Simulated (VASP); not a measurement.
# FeSi (P1) in VASP: notebook

One crystal, FeSi, is run at these levels: PBE, LDA; tasks: band structure.

All numbers are computed with VASP 6.6.1; they aren't measurements. Logs are shortened: lines on timing, memory, paths and dates and some standing lists are left out, and cuts for length are marked.

### 1 The undisturbed crystal

The typed cell holds 8 atoms: a = 4.467 Å, b = 4.467 Å, c = 4.467 Å, α = 90.00°, β = 90.00°, γ = 90.00°.

### 2 Band structure, PBE, collinear spin, ferromagnetic start (atom 8 moved 0.45 Å)

The input, POSCAR:

```
FeSi
1.0
    4.4670000000      0.0000000000      0.0000000000
    0.0000000000      4.4670000000      0.0000000000
    0.0000000000      0.0000000000      4.4670000000
Fe Si
4 4
Direct
    0.1421665700      0.1417370900      0.1396578900
    0.3741665700      0.8737370900      0.6396578900
    0.6421665700      0.3737370900      0.8716578900
    0.8741665700      0.6417370900      0.3716578900
    0.8526665700      0.8522370900      0.8501578900
    0.6636665700      0.1632370900      0.3501578900
    0.3526665700      0.6632370900      0.1611578900
    0.0983340300      0.2903403600      0.6158947700
```

The input, INCAR.step1:

```
SYSTEM = FeSi
ALGO = Normal
EDIFF = 1E-7
ENCUT = 550
GGA = PE
ISIF = 2
ISMEAR = -1
ISPIN = 2
LASPH = .True.
LCHARG = .True.
LMAXMIX = 4
LORBIT = 11
LREAL = .False.
LWAVE = .False.
MAGMOM = 3 3 3 3 0 0 0 0
NELM = 100
PREC = Accurate
SIGMA = 0.05
```

The input, KPOINTS.step1:

```
k-points
0
Gamma
  5 5 5
  0 0 0
```

The input, INCAR.step2:

```
SYSTEM = FeSi
ALGO = Normal
EDIFF = 1E-7
ENCUT = 550
GGA = PE
ICHARG = 11
ISIF = 2
ISMEAR = 0
ISPIN = 2
LASPH = .True.
LCHARG = .False.
LMAXMIX = 4
LORBIT = 11
LREAL = .False.
LWAVE = .False.
MAGMOM = 3 3 3 3 0 0 0 0
NELM = 100
PREC = Accurate
SIGMA = 0.05
```

The input, KPOINTS.step2:

```
path GXMGRX,MR
10
line-mode
reciprocal
 0.0000000000  0.0000000000  0.0000000000  G
 0.0000000000  0.5000000000  0.0000000000  X

 0.0000000000  0.5000000000  0.0000000000  X
 0.5000000000  0.5000000000  0.0000000000  M

 0.5000000000  0.5000000000  0.0000000000  M
 0.0000000000  0.0000000000  0.0000000000  G

 0.0000000000  0.0000000000  0.0000000000  G
 0.5000000000  0.5000000000  0.5000000000  R

 0.5000000000  0.5000000000  0.5000000000  R
 0.0000000000  0.5000000000  0.0000000000  X

 0.5000000000  0.5000000000  0.0000000000  M
 0.5000000000  0.5000000000  0.5000000000  R
```

Potentials or basis: VASP PAW PBE potentials, release 64 (Fe_GW, Si_GW).

The run is started by

```
$ cat potpaw_PBE.64/Fe_GW/POTCAR potpaw_PBE.64/Si_GW/POTCAR > POTCAR
$ cp INCAR.step1 INCAR
$ cp KPOINTS.step1 KPOINTS
$ mpirun -np 1 vasp_std > vasp.out
$ cp INCAR.step2 INCAR
$ cp KPOINTS.step2 KPOINTS
$ mpirun -np 1 vasp_std > vasp.out
```

OUTCAR:

```text
SYSTEM = FeSi
   EDIFF = 1E-7
   ENCUT = 550
   GGA = PE
   ICHARG = 11
   ISIF = 2
   ISMEAR = 0
   ISPIN = 2
   LASPH = .True.
   LORBIT = 11
   LREAL = .False.
   NELM = 100
   PREC = Accurate

 ion  position               nearest neighbor table
   1  0.142  0.142  0.140-   8 2.24   5 2.24   7 2.34   6 2.34   8 2.44   6 2.51   7 2.51   4 2.74
                             2 2.74   2 2.74   3 2.74   4 2.74   3 2.74
   2  0.374  0.874  0.640-   8 2.23   6 2.24   5 2.34   7 2.34   7 2.51   5 2.51   4 2.74   1 2.74
                             1 2.74   3 2.74   4 2.74   3 2.74   8 2.88
   3  0.642  0.374  0.872-   7 2.24   6 2.34   5 2.34   8 2.37   5 2.51   6 2.51   8 2.71   4 2.74
                             2 2.74   2 2.74   4 2.74   1 2.74   1 2.74
   4  0.874  0.642  0.372-   8 2.16   6 2.34   7 2.34   5 2.34   6 2.51   5 2.51   7 2.51   1 2.74
                             3 2.74   2 2.74   1 2.74   2 2.74   3 2.74
   5  0.853  0.852  0.850-   1 2.24   2 2.34   4 2.34   3 2.34   8 2.48   3 2.51   2 2.51   4 2.51
                             7 2.76   6 2.76   6 2.76   7 2.76   8 2.93
   6  0.664  0.163  0.350-   2 2.24   3 2.34   4 2.34   1 2.34   8 2.35   1 2.51   3 2.51   4 2.51
                             5 2.76   7 2.76   7 2.76   5 2.76   8 2.85
   7  0.353  0.663  0.161-   3 2.24   1 2.34   4 2.34   2 2.34   2 2.51   1 2.51   4 2.51   5 2.76
                             6 2.76   6 2.76   5 2.76   8 2.86
   8  0.098  0.290  0.616-   4 2.16   2 2.23   1 2.24   6 2.35   3 2.37   1 2.44   5 2.48   3 2.71
                             6 2.85   7 2.86   2 2.88   5 2.93

  LATTYP: Found a simple cubic cell.
 ALAT       =     4.4670000000

  Lattice vectors:

 A1 = (   4.4670000000,   0.0000000000,   0.0000000000)
 A2 = (   0.0000000000,   4.4670000000,   0.0000000000)
 A3 = (   0.0000000000,   0.0000000000,   4.4670000000)

Analysis of symmetry for initial positions (statically):
=====================================================================
 Subroutine PRICEL returns:
 Original cell was already a primitive cell.

 Routine SETGRP: Setting up the symmetry group for a
 simple cubic supercell.

 Subroutine GETGRP returns: Found  1 space group operations
 (whereof  1 operations were pure point group operations)
 out of a pool of 48 trial point group operations.

The static configuration has the point symmetry C_1 .

Analysis of symmetry for dynamics (positions and initial velocities):
=====================================================================
 Subroutine PRICEL returns:
 Original cell was already a primitive cell.

 Routine SETGRP: Setting up the symmetry group for a
 simple cubic supercell.

 Subroutine GETGRP returns: Found  1 space group operations
 (whereof  1 operations were pure point group operations)
 out of a pool of 48 trial point group operations.

The dynamic configuration has the point symmetry C_1 .
[... 168 lines left out ...]
 fundamental gap:      0.0109571750
 Fermi energy:         9.2236483869

 spin component 1

 k-point     1 :       0.0000    0.0000    0.0000
  band No.  band energies     occupation
      1      -4.1785      1.00000
      2       0.6381      1.00000
      3       1.2123      1.00000
      4       1.7461      1.00000
      5       3.7639      1.00000
      6       4.0668      1.00000
[... 901 lines left out ...]
     34      13.4688      0.00000
     35      14.2694      0.00000

 [... further k-points ...]

 spin component 2

 k-point     1 :       0.0000    0.0000    0.0000
  band No.  band energies     occupation
      1      -4.2112      1.00000
      2       0.6297      1.00000
      3       1.2313      1.00000
      4       1.7753      1.00000
      5       3.8401      1.00000
      6       4.1642      1.00000
[... 901 lines left out ...]
     34      13.7384      0.00000
     35      14.4236      0.00000

 [... further k-points ...]

------------------------ aborting loop because EDIFF is reached ----------------------------------------

  FORCE on cell =-STRESS in cart. coord.  units (eV):
  Direction    XX          YY          ZZ          XY          YZ          ZX
  --------------------------------------------------------------------------------------
  -------------------------------------------------------------------------------------
  Total        4.4176335      1.4979582     16.2147508     -0.0222997      0.0140270      0.7801239
  in kB       79.4058327     26.9254162    291.4560018     -0.4008308      0.2521315     14.0225279
  external PRESSURE =     132.5957502 kB  Pullay stress =       0.0000000 kB

 VOLUME and BASIS-vectors are now :
 -----------------------------------------------------------------------------
  energy-cutoff  :      550.00
  volume of cell :       89.13
      direct lattice vectors                 reciprocal lattice vectors
     4.467000000  0.000000000  0.000000000     0.223863891  0.000000000  0.000000000
     0.000000000  4.467000000  0.000000000     0.000000000  0.223863891  0.000000000
     0.000000000  0.000000000  4.467000000     0.000000000  0.000000000  0.223863891

 POSITION                                       TOTAL-FORCE (eV/Angst)
 -----------------------------------------------------------------------------------
      0.63506      0.63314      0.62385         0.601771     -0.006393     -1.036452
      1.67140      3.90298      2.85735        -0.468125     -0.431153     -0.228115
      2.86856      1.66948      3.89370        -0.259369     -0.561285     -0.282081
      3.90490      2.86664      1.66020        -0.755075      0.859150     -0.355095
      3.80886      3.80694      3.79766        -0.849920     -0.832068      0.575878
      2.96460      0.72918      1.56416        -0.688348     -0.041225     -0.456897
      1.57536      2.96268      0.71989        -0.692800      0.002491     -0.255770
      0.43926      1.29695      2.75120         3.111867      1.010482      2.038533
 -----------------------------------------------------------------------------------
    total drift:                               -0.012703     -0.054870     -0.011247

  FREE ENERGIE OF THE ION-ELECTRON SYSTEM (eV)
  ---------------------------------------------------
  free  energy   TOTEN  =       -58.0469776686 eV

  energy  without entropy=      -58.0377222072  energy(sigma->0) =      -58.04234994

 total charge

# of ion       s       p       d       f       tot
--------------------------------------------------
    1        0.437   0.626   6.561   0.015   7.639
    2        0.433   0.604   6.532   0.014   7.582
    3        0.427   0.589   6.518   0.013   7.548
    4        0.437   0.611   6.490   0.016   7.553
    5        0.721   0.884   0.164   0.000   1.768
    6        0.717   0.891   0.173   0.000   1.781
    7        0.725   0.858   0.152   0.000   1.736
    8        0.730   0.913   0.179   0.000   1.822
--------------------------------------------------
tot          4.627   5.977  26.768   0.059  37.430

 magnetization (x)

# of ion       s       p       d       f       tot
--------------------------------------------------
    1        0.000  -0.004   0.565  -0.000   0.561
    2        0.002  -0.001   0.668  -0.000   0.669
    3        0.003   0.003   0.888  -0.000   0.895
    4        0.001  -0.003   0.526  -0.000   0.524
    5       -0.007  -0.024  -0.004   0.000  -0.035
    6       -0.008  -0.023  -0.005   0.000  -0.035
    7       -0.007  -0.022  -0.005   0.000  -0.034
    8       -0.007  -0.023  -0.004   0.000  -0.034
--------------------------------------------------
tot         -0.022  -0.097   2.630  -0.001   2.511
```

OUTCAR.step1:

```text
SYSTEM = FeSi
   EDIFF = 1E-7
   ENCUT = 550
   GGA = PE
   ISIF = 2
   ISMEAR = -1
   ISPIN = 2
   LASPH = .True.
   LORBIT = 11
   LREAL = .False.
[... 2123 lines left out ...]
tot          4.604   6.052  26.682   0.060  37.399

 magnetization (x)

# of ion       s       p       d       f       tot
--------------------------------------------------
    1       -0.001  -0.004   0.563  -0.000   0.557
    2        0.001  -0.001   0.755  -0.000   0.755
    3        0.003   0.003   0.980  -0.000   0.985
    4       -0.001  -0.003   0.563  -0.000   0.559
    5       -0.008  -0.025  -0.003   0.000  -0.035
    6       -0.008  -0.023  -0.005   0.000  -0.036
    7       -0.007  -0.022  -0.004   0.000  -0.034
    8       -0.007  -0.023  -0.005   0.000  -0.035
--------------------------------------------------
tot         -0.028  -0.099   2.844  -0.000   2.716
```

It took 11 min on 1 thread of Intel Xeon 6975P-C (Granite Rapids), shared host; peak memory 0.48 GiB.

What came out:

| Property | Result |
| --- | --- |
| Band gap along the path | none (metal or under the smearing width) |
| Net moment | 2.64 μB per cell |

Levels at the corners of the path, in eV from the Fermi level:
Spin up:
| point | band 21 | band 22 | band 23 | band 24 | band 25 | band 26 | band 27 | band 28 | band 29 | band 30 |
| --- | --- | --- | --- | --- | --- | --- | --- | --- | --- | --- |
| Γ | -0.64 | -0.55 | -0.51 | -0.47 | 0.12 | 0.18 | 0.30 | 2.28 | 2.78 | 2.88 |
| X | -0.83 | -0.82 | -0.47 | -0.39 | -0.25 | -0.16 | 1.10 | 1.60 | 1.79 | 1.96 |
| X | -0.83 | -0.82 | -0.47 | -0.39 | -0.25 | -0.16 | 1.10 | 1.60 | 1.79 | 1.96 |
| M | -1.41 | -1.22 | -0.79 | -0.76 | 0.13 | 0.29 | 0.64 | 0.94 | 2.44 | 2.64 |
| M | -1.41 | -1.22 | -0.79 | -0.76 | 0.13 | 0.29 | 0.64 | 0.94 | 2.44 | 2.64 |
| Γ | -0.64 | -0.55 | -0.51 | -0.47 | 0.12 | 0.18 | 0.30 | 2.28 | 2.78 | 2.88 |
| Γ | -0.64 | -0.55 | -0.51 | -0.47 | 0.12 | 0.18 | 0.30 | 2.28 | 2.78 | 2.88 |
| R | -1.07 | -0.98 | -0.96 | -0.89 | 0.00 | 0.01 | 0.04 | 0.15 | 4.35 | 5.26 |
| R | -1.07 | -0.98 | -0.96 | -0.89 | 0.00 | 0.01 | 0.04 | 0.15 | 4.35 | 5.26 |
| X | -0.83 | -0.82 | -0.47 | -0.39 | -0.25 | -0.16 | 1.10 | 1.60 | 1.79 | 1.96 |
| M | -1.41 | -1.22 | -0.79 | -0.76 | 0.13 | 0.29 | 0.64 | 0.94 | 2.44 | 2.64 |
| R | -1.07 | -0.98 | -0.96 | -0.89 | 0.00 | 0.01 | 0.04 | 0.15 | 4.35 | 5.26 |
Spin down:
```
point  band 19  band 20  band 21  band 22  band 23  band 24  band 25  band 26  band 27  band 28
    Γ    -1.34    -0.22    -0.11     0.07     0.19     0.43     0.85     0.98     1.08     2.62
    X    -1.06    -0.95    -0.23    -0.10     0.18     0.31     0.52     0.57     1.68     2.17
    X    -1.06    -0.95    -0.23    -0.10     0.18     0.31     0.52     0.57     1.68     2.17
    M    -1.01    -0.90    -0.81    -0.58    -0.24    -0.10     0.84     0.98     1.31     1.57
    M    -1.01    -0.90    -0.81    -0.58    -0.24    -0.10     0.84     0.98     1.31     1.57
    Γ    -1.34    -0.22    -0.11     0.07     0.19     0.43     0.85     0.98     1.08     2.62
    Γ    -1.34    -0.22    -0.11     0.07     0.19     0.43     0.85     0.98     1.08     2.62
    R    -0.59    -0.46    -0.43    -0.37    -0.36    -0.16     0.71     0.80     0.88     0.90
    R    -0.59    -0.46    -0.43    -0.37    -0.36    -0.16     0.71     0.80     0.88     0.90
    X    -1.06    -0.95    -0.23    -0.10     0.18     0.31     0.52     0.57     1.68     2.17
    M    -1.01    -0.90    -0.81    -0.58    -0.24    -0.10     0.84     0.98     1.31     1.57
    R    -0.59    -0.46    -0.43    -0.37    -0.36    -0.16     0.71     0.80     0.88     0.90
```

Caveat: the log is that of the step along the path at fixed density, whose energy, stress, charges and moments have no meaning.

### 3 Band structure, LDA, collinear spin, ferromagnetic start (atom 8 moved 0.45 Å)

POSCAR is that of step 2.

The input, INCAR.step1:

```
SYSTEM = FeSi
PREC = Accurate
ENCUT = 520
EDIFF = 1E-6
ISMEAR = -1
SIGMA = 0.05
LREAL = .FALSE.
LASPH = .TRUE.
NELM = 120
ALGO = Normal
ISIF = 2
LWAVE = .FALSE.
LCHARG = .TRUE.
ISPIN = 2
MAGMOM = 3 3 3 3 0 0 0 0
LORBIT = 11
LMAXMIX = 4
NBANDS = 38
```

The input, KPOINTS.step1:

```
Automatic mesh
0
G
  5 5 5
  0 0 0
```

The input, INCAR.step2:

```
SYSTEM = FeSi
PREC = Accurate
ENCUT = 520
EDIFF = 1E-6
ISMEAR = 0
SIGMA = 0.05
LREAL = .FALSE.
LASPH = .TRUE.
NELM = 120
ALGO = Normal
ISIF = 2
LWAVE = .FALSE.
LCHARG = .FALSE.
ISPIN = 2
MAGMOM = 3 3 3 3 0 0 0 0
LORBIT = 11
LMAXMIX = 4
NBANDS = 38
ICHARG = 11
```

Edit KPOINTS.step2 of step 2 so:

```diff
@@ -1,3 +1,3 @@
 path GXMGRX,MR
-10
+20
 line-mode
```

Potentials or basis: VASP PAW LDA potentials, release 64 (Fe, Si).

The run is started by

```
$ cat potpaw_LDA.64/Fe/POTCAR potpaw_LDA.64/Si/POTCAR > POTCAR
$ cp INCAR.step1 INCAR
$ cp KPOINTS.step1 KPOINTS
$ mpirun -np 1 vasp_std > vasp.out
$ cp INCAR.step2 INCAR
$ cp KPOINTS.step2 KPOINTS
$ mpirun -np 1 vasp_std > vasp.out
```

It took 20 min on 1 thread of AMD EPYC 7R13 (Zen 3), shared host; peak memory 0.53 GiB.

It converged, with:

```yaml
Band_gap_along_the_path: none (metal or under the smearing width)
Net_moment: 0.13 μB per cell
```

Levels at the corners of the path, in eV from the Fermi level:
Spin up:
```tsv
point	band 20	band 21	band 22	band 23	band 24	band 25	band 26	band 27	band 28	band 29
Γ	-0.47	-0.39	-0.24	-0.11	-0.01	0.39	0.49	0.57	2.41	2.88
X	-1.28	-0.51	-0.44	-0.16	-0.08	0.05	0.13	1.34	1.83	2.04
X	-1.28	-0.51	-0.44	-0.16	-0.08	0.05	0.13	1.34	1.83	2.04
M	-1.22	-1.15	-0.93	-0.52	-0.40	0.41	0.55	0.93	1.21	2.59
M	-1.22	-1.15	-0.93	-0.52	-0.40	0.41	0.55	0.93	1.21	2.59
Γ	-0.47	-0.39	-0.24	-0.11	-0.01	0.39	0.49	0.57	2.41	2.88
Γ	-0.47	-0.39	-0.24	-0.11	-0.01	0.39	0.49	0.57	2.41	2.88
R	-0.76	-0.76	-0.70	-0.69	-0.57	0.24	0.34	0.38	0.43	4.32
R	-0.76	-0.76	-0.70	-0.69	-0.57	0.24	0.34	0.38	0.43	4.32
X	-1.28	-0.51	-0.44	-0.16	-0.08	0.05	0.13	1.34	1.83	2.04
M	-1.22	-1.15	-0.93	-0.52	-0.40	0.41	0.55	0.93	1.21	2.59
R	-0.76	-0.76	-0.70	-0.69	-0.57	0.24	0.34	0.38	0.43	4.32
```
Spin down:
| point | band 21 | band 22 | band 23 | band 24 | band 25 | band 26 | band 27 | band 28 |
| --- | --- | --- | --- | --- | --- | --- | --- | --- |
| Γ | -0.37 | -0.22 | -0.08 | 0.04 | 0.42 | 0.53 | 0.60 | 2.43 |
| X | -0.49 | -0.40 | -0.13 | -0.04 | 0.08 | 0.16 | 1.37 | 1.85 |
| X | -0.49 | -0.40 | -0.13 | -0.04 | 0.08 | 0.16 | 1.37 | 1.85 |
| M | -1.12 | -0.89 | -0.50 | -0.37 | 0.44 | 0.57 | 0.97 | 1.23 |
| M | -1.12 | -0.89 | -0.50 | -0.37 | 0.44 | 0.57 | 0.97 | 1.23 |
| Γ | -0.37 | -0.22 | -0.08 | 0.04 | 0.42 | 0.53 | 0.60 | 2.43 |
| Γ | -0.37 | -0.22 | -0.08 | 0.04 | 0.42 | 0.53 | 0.60 | 2.43 |
| R | -0.73 | -0.67 | -0.66 | -0.54 | 0.27 | 0.38 | 0.42 | 0.46 |
| R | -0.73 | -0.67 | -0.66 | -0.54 | 0.27 | 0.38 | 0.42 | 0.46 |
| X | -0.49 | -0.40 | -0.13 | -0.04 | 0.08 | 0.16 | 1.37 | 1.85 |
| M | -1.12 | -0.89 | -0.50 | -0.37 | 0.44 | 0.57 | 0.97 | 1.23 |
| R | -0.73 | -0.67 | -0.66 | -0.54 | 0.27 | 0.38 | 0.42 | 0.46 |

Caveat: the log is that of the step along the path at fixed density, whose energy, stress, charges and moments have no meaning; the starting moments collapsed, and a magnetic state may lie lower.

### 4 Band structure, PBE, collinear spin, ferromagnetic start (atom 8 moved 0.45 Å)

POSCAR is that of step 3.

Edit INCAR.step1 of step 3 so:

```diff
@@ -17,2 +17,3 @@
 LMAXMIX = 4
+GGA = PE
 NBANDS = 38
```

KPOINTS.step1 is that of step 3.

Edit INCAR.step2 of step 3 so:

```diff
@@ -17,2 +17,3 @@
 LMAXMIX = 4
+GGA = PE
 NBANDS = 38
```

KPOINTS.step2 is that of step 3.

Potentials or basis: VASP PAW PBE potentials, release 64 (Fe, Si).

The run is started by

```
$ cat potpaw_PBE.64/Fe/POTCAR potpaw_PBE.64/Si/POTCAR > POTCAR
$ cp INCAR.step1 INCAR
$ cp KPOINTS.step1 KPOINTS
$ mpirun -np 1 vasp_std > vasp.out
$ cp INCAR.step2 INCAR
$ cp KPOINTS.step2 KPOINTS
$ mpirun -np 1 vasp_std > vasp.out
```

It took 15 min on 1 thread of AMD EPYC 7R13 (Zen 3), shared host; peak memory 0.59 GiB.

Results (log left out):

```yaml
Band_gap_along_the_path: none (metal or under the smearing width)
Net_moment: 2.27 μB per cell
```

Levels at the corners of the path, in eV from the Fermi level:
Spin up:
| point | band 21 | band 22 | band 23 | band 24 | band 25 | band 26 | band 27 | band 28 | band 29 | band 30 |
| --- | --- | --- | --- | --- | --- | --- | --- | --- | --- | --- |
| Γ | -0.60 | -0.50 | -0.46 | -0.41 | 0.16 | 0.22 | 0.34 | 2.29 | 2.80 | 2.90 |
| X | -0.78 | -0.77 | -0.42 | -0.35 | -0.20 | -0.12 | 1.13 | 1.63 | 1.83 | 2.00 |
| X | -0.78 | -0.77 | -0.42 | -0.35 | -0.20 | -0.12 | 1.13 | 1.63 | 1.83 | 2.00 |
| M | -1.38 | -1.18 | -0.75 | -0.70 | 0.17 | 0.33 | 0.68 | 0.98 | 2.46 | 2.66 |
| M | -1.38 | -1.18 | -0.75 | -0.70 | 0.17 | 0.33 | 0.68 | 0.98 | 2.46 | 2.66 |
| Γ | -0.60 | -0.50 | -0.46 | -0.41 | 0.16 | 0.22 | 0.34 | 2.29 | 2.80 | 2.90 |
| Γ | -0.60 | -0.50 | -0.46 | -0.41 | 0.16 | 0.22 | 0.34 | 2.29 | 2.80 | 2.90 |
| R | -1.03 | -0.94 | -0.93 | -0.85 | 0.04 | 0.05 | 0.09 | 0.20 | 4.36 | 5.27 |
| R | -1.03 | -0.94 | -0.93 | -0.85 | 0.04 | 0.05 | 0.09 | 0.20 | 4.36 | 5.27 |
| X | -0.78 | -0.77 | -0.42 | -0.35 | -0.20 | -0.12 | 1.13 | 1.63 | 1.83 | 2.00 |
| M | -1.38 | -1.18 | -0.75 | -0.70 | 0.17 | 0.33 | 0.68 | 0.98 | 2.46 | 2.66 |
| R | -1.03 | -0.94 | -0.93 | -0.85 | 0.04 | 0.05 | 0.09 | 0.20 | 4.36 | 5.27 |
Spin down:
| point | band 21 | band 22 | band 23 | band 24 | band 25 | band 26 |
| --- | --- | --- | --- | --- | --- | --- |
| Γ | -0.16 | 0.02 | 0.14 | 0.38 | 0.78 | 0.92 |
| X | -0.27 | -0.14 | 0.14 | 0.26 | 0.45 | 0.51 |
| X | -0.27 | -0.14 | 0.14 | 0.26 | 0.45 | 0.51 |
| M | -0.85 | -0.62 | -0.28 | -0.14 | 0.78 | 0.92 |
| M | -0.85 | -0.62 | -0.28 | -0.14 | 0.78 | 0.92 |
| Γ | -0.16 | 0.02 | 0.14 | 0.38 | 0.78 | 0.92 |
| Γ | -0.16 | 0.02 | 0.14 | 0.38 | 0.78 | 0.92 |
| R | -0.48 | -0.41 | -0.40 | -0.21 | 0.65 | 0.74 |
| R | -0.48 | -0.41 | -0.40 | -0.21 | 0.65 | 0.74 |
| X | -0.27 | -0.14 | 0.14 | 0.26 | 0.45 | 0.51 |
| M | -0.85 | -0.62 | -0.28 | -0.14 | 0.78 | 0.92 |
| R | -0.48 | -0.41 | -0.40 | -0.21 | 0.65 | 0.74 |

Caveat: the log is that of the step along the path at fixed density, whose energy, stress, charges and moments have no meaning.

(Continued in part 2 of 2.)
